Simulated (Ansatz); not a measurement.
# How many bands does the GW gap of RbCl (Fm-3m) need?

Wanted: a G0W0 gap for RbCl (Fm-3m) that is converged in bands and cutoff, or an estimate of the limit.

Main program and level: Ansatz 0.2.0; G0W0 on PBE, plane waves, PAW; PAW set soft_1.

## Step 1: Set-up

It takes space group Fm-3m (No. 225, cubic). The conventional cell has a = 6.579 Å, b = 6.579 Å, c = 6.579 Å, α = 90.00°, β = 90.00°, γ = 90.00°. Nearest to Rb lie 6 Cl at 3.29 Å. Nearest to Cl lie 6 Rb at 3.29 Å. Farther neighbours and most contacts between anions are not listed.

The cell and positions come from the Crystallography Open Database and are kept as given unless a step says otherwise.

## Step 2: 75 empty bands, screening to 60 eV

Now the one-shot GW correction: screening in the RPA, then the self-energy of the levels asked for. This step takes PAW set soft_1 files.

input.yaml

```yaml
crystal:
  lattice:
    - [0.0, 3.2895, 3.2895]
    - [3.2895, 0.0, 3.2895]
    - [3.2895, 3.2895, 0.0]
  atoms:
    - { symbol: Rb, position: [0.0, 0.0, 0.0] }
    - { symbol: Cl, position: [0.5, 0.5, 0.5] }
kpoints:
  mp_grid: { grid: [4, 4, 4] }
hamiltonian:
  xc: pbe
  pseudopotentials: { kind: paw, azcp: { folder: soft_1 } }
scf:
  occupations: { method: fixed }
gw:
  n_empty_bands: 75
  ecut_chi: 60
  qp_bands: [v2, c2]
  qp_kpoints: band_edges
  screening: { model: contour_deformation }
```

On the command line:

```
$ ansatz run input.yaml --threads 24 --pin off --max-ram 82944MiB --backend cuda --events-out ev --progress --plain --runs-dir out --devices 1 --max-vram 78GiB
```

Numbers of over 12 decimals in the logs are rounded to 6 here.

The log of the run:

```text
GPUs: using 1 of 1 available (devices: 1).
Engine: ansatz 0.2.0, aarch64-unknown-linux-gnu
Pseudopotentials: kind: paw
Pseudopotential: Rb, paw, valence charge 9, recommended cutoff 420 eV (normal), soft_1/Rb.paw.azcp
Pseudopotential: Cl, paw, valence charge 7, recommended cutoff 420 eV (normal), soft_1/Cl.paw.azcp
Functional definition: PBE
  parameter kappa = 0.804
  parameter beta = 0.066725
  exchange = pbe_x(kappa = kappa, mu = beta*pi^2/3)
  correlation = pbe_c(beta = beta)
device memory: the entry about to start is reckoned to put 2.0 GiB on a device that reports 179.4 GiB free (of which the cap on the GPU budget leaves the run 78.0 GiB)
GPU FFT provider: cuFFT
GPU libraries: cuBLAS 13.8.1, cuFFT 12.4.0, cuSOLVER 12.3.2
GPU matrix products: emulated (plane waves: as basis.precision tells), large ones in fixed point in workspaces of 1.00 GiB
Crystal: 2 atoms, lattice volume = 71.190 Å³
Basis set: ecut = 420 eV, 1411 PW (Γ)
Bands: 12, of which v1, the nominal top of the filled ones, is band 8 counted from 1 (7 counted from 0)
Symmetry: 48 space group operations
Space group: Fm-3m (ITA 225), of the structure as read, at distance tolerance 4.1e-5 Å
k-points: 8 of 64
Non-local potential: Rb, projectors of the file, l = 0: 3, l = 1: 2, l = 2: 2
Non-local potential: Cl, projectors of the file, l = 0: 2, l = 1: 2, l = 2: 1
PAW form: soft (Blöchl's): semilocal exchange-correlation on the pseudo side does not see the compensation charge
PAW one-centre angular grid: Rb, 110 points (default); XC on 64 Gauss nodes
PAW one-centre angular grid: Cl, 110 points (default); XC on 64 Gauss nodes
Initial density: superposition of atomic densities (chi_scale 0.1, normalization cell, long waves kept (reshape's long-wave potential 0.00 eV rms))
Initial wavefunctions: pseudopotential atomic-orbital guess
GPU buffer pool allocated for 32768 grid points (all kernels)
GPU transforms: local potential and band sums: pruned to the plane-wave sphere, on 30×32×32
Functional: x = pbe(κ = 0.804, μ = 0.219515), c = pbe(β = 0.066725)
SCF iter   1: F=—  HF=-4351.441130 eV  |F-HF|=—  |Δ(HF+E_count)|=         —  Δρ=3.73e-2  dr2=1.78e0  ethr=3.10e-3  ⟨swp⟩=5.9  Hψ=553  notcnv=0  defer=12
preconditioner: auto → none  [insulator: Δε(μ)=3.662 eV  Ē_g=13.585 eV  n_scr=14 (ndim 8)  ℏωp=16.5 eV  f_vac=0.000  ε∞_Penn≈2.5]
SCF iter   2: F=—  HF=-4350.784747 eV  |F-HF|=—  |Δ(HF+E_count)|=   6.56e-1  Δρ=1.07e-2  dr2=1.35e-1  ethr=3.10e-3  ⟨swp⟩=3.0  Hψ=281  notcnv=0  defer=10
SCF iter   3: F=—  HF=-4350.763053 eV  |F-HF|=—  |Δ(HF+E_count)|=   2.17e-2  Δρ=3.97e-3  dr2=1.40e-2  ethr=8.46e-4  ⟨swp⟩=2.0  Hψ=142  notcnv=0  defer=14
SCF iter   4: F=—  HF=-4350.771565 eV  |F-HF|=—  |Δ(HF+E_count)|=   8.51e-3  Δρ=1.23e-3  dr2=1.09e-3  ethr=8.77e-5  ⟨swp⟩=3.5  Hψ=202  notcnv=0  defer=14
SCF iter   5: F=—  HF=-4350.772863 eV  |F-HF|=—  |Δ(HF+E_count)|=   1.30e-3  Δρ=1.01e-4  dr2=8.47e-6  ethr=6.79e-6  ⟨swp⟩=3.6  Hψ=224  notcnv=0  defer=14
SCF iter   6: F=—  HF=-4350.772881 eV  |F-HF|=—  |Δ(HF+E_count)|=   1.80e-5  Δρ=2.63e-5  dr2=6.01e-7  ethr=5.29e-8  ⟨swp⟩=2.1  Hψ=180  notcnv=0  defer=13
SCF iter   7: F=-4350.772880 eV  HF=-4350.772880 eV  |F-HF|=7.57e-9  |Δ(HF+E_count)|=   1.98e-7  Δρ=4.88e-6  dr2=1.38e-8  ethr=6.25e-10  ⟨swp⟩=7.1  Hψ=547  notcnv=0
SCF 1 converged in 7 iterations: F = -4350.772880 eV  dr2 = 1.38e-8
  greatest PAW one-centre occupation: 0.973 electrons in one spin orbital (limit 2), on the Rb atom at site 0 (counted from 0), in its partial waves of l = 0
device memory: the entry about to start is reckoned to put 3.1 GiB on a device that reports 182.5 GiB free (of which the cap on the GPU budget leaves the run 78.0 GiB)
NSCF: frozen V_eff on 8 k-points
the band table was solved once the SCF had ended and its energy, with any forces and stress, was formed, with the checks that follow a solve (667 applications of the Hamiltonian). They found nothing against the state; the energy, forces and stress were not computed again (output.eigenvalues in the input reference)
device memory: the entry about to start is reckoned to put 5.5 GiB on a device that reports 182.4 GiB free (of which the cap on the GPU budget leaves the run 78.0 GiB)
NSCF: frozen V_eff on 8 k-points
G₀W₀ screening: q 1/8
[... further progress lines ...]
device memory: the entry about to start is reckoned to put 0.3 GiB on a device that reports 182.3 GiB free (of which the cap on the GPU budget leaves the run 78.0 GiB)
NSCF: frozen V_eff on 1 k-points
SCF converged after 7 iterations
Free energy (F): -4350.772880 eV
Harris-Foulkes:  -4350.772880 eV  (|F-HF|=7.57e-9)
Internal energy: -4350.772880 eV  (E = F + TS)
E sigma→0 (E₀):  -4350.772880 eV
Fermi energy:    1.023641 eV
--- Per-component energies (eV) ---
  E_band       = -105.563463
  E_kinetic    = 335.052711
  E_local      = -806.526608  (includes V_loc(G=0)·N_el)
  E_nonlocal   = 218.772920
  E_hartree    = 218.914541
  E_xc         = -232.887325
  E_vxc        = -247.434751  (∫ρ·V_xc dr)
  E_paw        = -3281.559831  (= ΣΔE_a)
  E_vpaw       = -43.259186  (= ΣTr[D̂ρ^β])
  E_aug_tail   = 0.000092  (compensation charges beyond the density's cutoff)
  E_ewald      = -802.539380
  E_smearing   = -0.000000  (= −TS)
  E_closure    = 0.000000  (closes the sum)
  Σ components = -4350.772880   (vs F -4350.772880, Δ=0.00e0)
--- Band table (eV; the first three rows and the last of 8) ---
  k-point 0: bands = [... 4 lower, -6.9427, 1.0236, 1.0236, 1.0236, 6.0280, 9.0091, 9.0091, 9.0091]
  k-point 1: bands = [... 4 lower, -6.9292, 0.5451, 0.8488, 0.8488, 7.2911, 8.7873, 9.7651, 9.7651]
  k-point 2: bands = [... 4 lower, -6.9163, 0.1630, 0.6863, 0.6863, 8.7706, 9.0057, 11.1820, 11.1820]
  k-point 7: bands = [... 4 lower, -6.9307, 0.5831, 0.7869, 0.7869, 8.6919, 8.6919, 10.3594, 10.3913]
--- G₀W₀: contour deformation, 5 samples at zero and on the imaginary axis and 2 off it, 64 q-points, 75 empty bands' worth ---
  eigenvalues of the whole cell's RPA ε∞ on this k-mesh (on a slab, of 1 + 4πα/V) = 2.1909, 2.1909, 2.1909; static W/v taken at q = 0 is 0.456433
  bands read: the sum over 83 bands ends inside a degenerate multiplet in 3 slots, whose members it reads at an even weight; the widest, k=1: bands 83 to 84 (counted from 1) at 1/2 each
  gw.qp_kpoints: band_edges: 8 of 8 stored k-points solved, in 1 pass; an edge of the gap read off the rows below is read off those points alone
    ik  band        ε_KS         Σx   Σc(E_QP)       V_xc       Z   E_QP_lin       E_QP  E_QP is
     0     7      1.0236   -20.6775     2.7771   -16.2253  0.8051    -0.6863    -0.6515  root
     0     8      1.0236   -20.6775     2.7771   -16.2253  0.8051    -0.6863    -0.6515  root
     0     9      6.0280    -4.1043    -2.8916    -7.7048  0.8720     6.7404     6.7369  root
     0    10      9.0091    -3.9073    -3.0244    -8.2405  0.8657    10.3325    10.3179  root
     1     7      0.8488   -20.3350     2.7865   -15.8380  0.8042    -0.8993    -0.8617  root
     1     8      0.8488   -20.3350     2.7865   -15.8380  0.8042    -0.8993    -0.8617  root
     1     9      7.2911    -4.9352    -2.9099    -8.6880  0.8644     8.1396     8.1340  root
     1    10      8.7873    -3.8298    -2.9667    -7.9049  0.8637     9.9066     9.8958  root
     2     7      0.6863   -20.0541     2.8037   -15.5066  0.8031    -1.0980    -1.0576  root
     2     8      0.6863   -20.0541     2.8037   -15.5066  0.8031    -1.0980    -1.0576  root
     2     9      8.7706    -3.8272    -2.9122    -7.5472  0.8642     9.5841     9.5784  root
     2    10      9.0057    -5.4126    -3.0329    -9.6039  0.8516    10.1776    10.1642  root
     3     7      0.9556   -20.5878     2.7763   -16.1179  0.8054    -0.7739    -0.7380  root
     3     8      0.9556   -20.5878     2.7763   -16.1179  0.8054    -0.7739    -0.7380  root
     3     9      7.3903    -4.6532    -2.9665    -8.5028  0.8653     8.2794     8.2733  root
     3    10      7.9072    -3.3044    -2.8799    -7.2121  0.8697     8.9433     8.9350  root
     4     7      0.7393   -20.2256     2.7872   -15.6974  0.8048    -1.0413    -1.0017  root
     4     8      0.8042   -20.3317     2.7914   -15.8162  0.8044    -0.9583    -0.9198  root
     4     9      8.1111    -3.6278    -2.8803    -7.5088  0.8668     9.1201     9.1119  root
     4    10      8.9719    -4.8593    -3.0573    -8.9434  0.8569    10.0087     9.9988  root
     5     7      0.7033   -20.1101     2.8055   -15.5642  0.8032    -1.0773    -1.0371  root
     5     8      0.8488   -20.3947     2.7679   -15.9056  0.8061    -0.9099    -0.8723  root
     5     9      8.3976    -4.8732    -2.9892    -8.8354  0.8597     9.3789     9.3706  root
     5    10      8.7858    -3.9279    -2.9492    -7.9250  0.8621     9.8436     9.8337  root
     6     7      0.9230   -20.6153     2.7820   -16.1289  0.8057    -0.8180    -0.7814  root
     6     8      0.9230   -20.6153     2.7820   -16.1289  0.8057    -0.8180    -0.7814  root
     6     9      7.2287    -3.1586    -2.7986    -6.8875  0.8720     8.1655     8.1590  root
     6    10      9.0915    -4.5569    -3.1955    -8.9321  0.8636    10.2830    10.2712  root
     7     7      0.7869   -20.3676     2.7712   -15.8568  0.8065    -0.9914    -0.9527  root
     7     8      0.7869   -20.3676     2.7712   -15.8568  0.8065    -0.9914    -0.9527  root
     7     9      8.6919    -3.9392    -2.9419    -7.9284  0.8623     9.7491     9.7393  root
     7    10      8.6919    -3.9392    -2.9419    -7.9284  0.8623     9.7491     9.7393  root
```

Wall time 2.5 s (1 × NVIDIA GB200 (shared by 2 runs) with 24 threads of Arm Neoverse V2, shared host); peak memory 1.2 GiB; 3.8 s of CPU time.

Numbers from this step:

```yaml
bands_summed: 83
rpa_eps_infinity_on_this_mesh_eigenvalues: 2.191, 2.191, 2.191
plane_waves_in_the_screening_matrix: 65
q_points_in_the_mesh: 64
g0w0_gap_on_the_mesh: 7.388 eV
k_of_the_valence_top: 0, 0, 0
k_of_the_conduction_bottom: 0, 0, 0
starting_gap_on_the_mesh: 5.004 eV
z_at_the_valence_top: 0.8051
z_at_the_conduction_bottom: 0.8720
least_direct_g0w0_gap_on_the_computed_points: 7.388 eV
```

The gap on the mesh goes from 5.00 eV to 7.39 eV, a correction of +2.38 eV. Between the two edge states, bare exchange in place of the xc potential would open the gap by 8.05 eV, and correlation takes back 5.67 eV.

## Step 3: 212 empty bands, screening to 120 eV

Bands and screening cutoff are moved together, since each hides the error of the other.

input.yaml, as its differences from that of step 2:

```diff
@@ -16,4 +16,4 @@
 gw:
-  n_empty_bands: 75
-  ecut_chi: 60
+  n_empty_bands: 212
+  ecut_chi: 120
   qp_bands: [v2, c2]
```

The log of the run:

```text
GPUs: using 1 of 1 available (devices: 1).
[...]
GPU FFT provider: cuFFT
GPU libraries: cuBLAS 13.8.1, cuFFT 12.4.0, cuSOLVER 12.3.2
[...]
Crystal: 2 atoms, lattice volume = 71.190 Å³
Basis set: ecut = 420 eV, 1411 PW (Γ)
Bands: 12, of which v1, the nominal top of the filled ones, is band 8 counted from 1 (7 counted from 0)
Symmetry: 48 space group operations
[...]
k-points: 8 of 64
[...]
GPU buffer pool allocated for 32768 grid points (all kernels)
[...]
SCF iter   1: F=—  HF=-4351.441130 eV  |F-HF|=—  |Δ(HF+E_count)|=         —  Δρ=3.73e-2  dr2=1.78e0  ethr=3.10e-3  ⟨swp⟩=5.9  Hψ=553  notcnv=0  defer=12
[...]
SCF iter   7: F=-4350.772880 eV  HF=-4350.772880 eV  |F-HF|=7.57e-9  |Δ(HF+E_count)|=   1.98e-7  Δρ=4.88e-6  dr2=1.38e-8  ethr=6.25e-10  ⟨swp⟩=7.1  Hψ=547  notcnv=0
SCF 1 converged in 7 iterations: F = -4350.772880 eV  dr2 = 1.38e-8
[...]
NSCF: frozen V_eff on 8 k-points
[...]
G₀W₀ screening: q 1/8
[... further progress lines ...]
[...]
SCF converged after 7 iterations
Free energy (F): -4350.772880 eV
[...]
Internal energy: -4350.772880 eV  (E = F + TS)
E sigma→0 (E₀):  -4350.772880 eV
Fermi energy:    1.023641 eV
[...]
--- Band table (eV; the first three rows and the last of 8) ---
  k-point 0: bands = [... 4 lower, -6.9427, 1.0236, 1.0236, 1.0236, 6.0280, 9.0091, 9.0091, 9.0091]
  k-point 1: bands = [... 4 lower, -6.9292, 0.5451, 0.8488, 0.8488, 7.2911, 8.7873, 9.7651, 9.7651]
  k-point 2: bands = [... 4 lower, -6.9163, 0.1630, 0.6863, 0.6863, 8.7706, 9.0057, 11.1820, 11.1820]
  k-point 7: bands = [... 4 lower, -6.9307, 0.5831, 0.7869, 0.7869, 8.6919, 8.6919, 10.3594, 10.3913]
[...]
0     7      1.0236   -20.6775     2.4815   -16.2253  0.7983    -0.9972    -0.9470  root
     0     8      1.0236   -20.6775     2.4815   -16.2253  0.7983    -0.9972    -0.9470  root
     0     9      6.0280    -4.1043    -2.9622    -7.7048  0.8706     6.6691     6.6663  root
     0    10      9.0091    -3.9073    -3.1713    -8.2405  0.8642    10.1823    10.1710  root
     1     7      0.8488   -20.3350     2.5032   -15.8380  0.7977    -1.1981    -1.1449  root
     1     8      0.8488   -20.3350     2.5032   -15.8380  0.7977    -1.1981    -1.1449  root
     1     9      7.2911    -4.9352    -3.0237    -8.6880  0.8624     8.0242     8.0202  root
     1    10      8.7873    -3.8298    -3.1041    -7.9049  0.8623     9.7665     9.7583  root
[...]
7     7      0.7869   -20.3676     2.4892   -15.8568  0.8000    -1.2891    -1.2347  root
     7     8      0.7869   -20.3676     2.4892   -15.8568  0.8000    -1.2891    -1.2347  root
     7     9      8.6919    -3.9392    -3.0803    -7.9284  0.8608     9.6081     9.6009  root
     7    10      8.6919    -3.9392    -3.0803    -7.9284  0.8608     9.6081     9.6009  root
```

Wall time 2.8 s (1 × NVIDIA GB200 (shared by 2 runs) with 24 threads); peak memory 1.2 GiB.

Numbers from this step:

```yaml
bands_summed: 220
rpa_eps_infinity_on_this_mesh_eigenvalues: 2.187, 2.187, 2.187
plane_waves_in_the_screening_matrix: 181
q_points_in_the_mesh: 64
g0w0_gap_on_the_mesh: 7.613 eV
k_of_the_valence_top: 0, 0, 0
k_of_the_conduction_bottom: 0, 0, 0
starting_gap_on_the_mesh: 5.004 eV
z_at_the_valence_top: 0.7983
z_at_the_conduction_bottom: 0.8706
least_direct_g0w0_gap_on_the_computed_points: 7.613 eV
```

Against the run with 4×4×4 mesh, 75 empty bands, screening to 60 eV, PAW set soft_1 files, the gap moves by +0.22 eV.

## Step 4: 457 empty bands, screening to 200 eV

input.yaml, as its differences from that of step 3:

```diff
@@ -16,4 +16,4 @@
 gw:
-  n_empty_bands: 212
-  ecut_chi: 120
+  n_empty_bands: 457
+  ecut_chi: 200.0
   qp_bands: [v2, c2]
```

The log of the run:

```text
GPUs: using 1 of 1 available (devices: 1).
[...]
GPU FFT provider: cuFFT
GPU libraries: cuBLAS 13.8.1, cuFFT 12.4.0, cuSOLVER 12.3.2
[...]
Crystal: 2 atoms, lattice volume = 71.190 Å³
Basis set: ecut = 420 eV, 1411 PW (Γ)
Bands: 12, of which v1, the nominal top of the filled ones, is band 8 counted from 1 (7 counted from 0)
Symmetry: 48 space group operations
[...]
k-points: 8 of 64
[...]
1    10      8.7873    -3.8298    -3.1649    -7.9049  0.8619     9.7046     9.6975  root
[...]
7     7      0.7869   -20.3676     2.3045   -15.8568  0.7983    -1.4862    -1.4194  root
     7     8      0.7869   -20.3676     2.3045   -15.8568  0.7983    -1.4862    -1.4194  root
     7     9      8.6919    -3.9392    -3.1454    -7.9284  0.8604     9.5420     9.5358  root
     7    10      8.6919    -3.9392    -3.1454    -7.9284  0.8604     9.5420     9.5358  root
[key lines of the parts left out:]
SCF converged after 7 iterations
Free energy (F): -4350.772880 eV
Fermi energy:    1.023641 eV
```

Run time: 4.7 s. Hardware: 1 × NVIDIA GB200 (shared by 2 runs) with 24 threads; peak memory 1.5 GiB; 10 s of CPU time.

Numbers from this step:

```yaml
bands_summed: 465
rpa_eps_infinity_on_this_mesh_eigenvalues: 2.186, 2.186, 2.186
plane_waves_in_the_screening_matrix: 459
g0w0_gap_on_the_mesh: 7.738 eV
k_of_the_valence_top: 0, 0, 0
k_of_the_conduction_bottom: 0, 0, 0
starting_gap_on_the_mesh: 5.004 eV
least_direct_g0w0_gap_on_the_computed_points: 7.738 eV
```

Against the run with 4×4×4 mesh, 212 empty bands, screening to 120 eV, PAW set soft_1 files, the gap moves by +0.12 eV.

[end of part 1 of 2]

[Paths, hosts, dates, memory and timing lines, banners, echoed tables and standing remarks are left out of the program output.]

[Logs are printed without paths, hosts, clocks, repeated set-up lines and the standing remarks that a program may print on its own settings, such as how far it seeks lower states.]

[Runs of the session that timed out or met a known fault of the program may be left out.]

[Cells called generated may have been cut or substituted from an entry of the Crystallography Open Database or the Materials Project.]

[Hosts, paths, dates, database ids (printed as entryN), source tags and the programs' standing remarks are cut or masked in the printed files.]
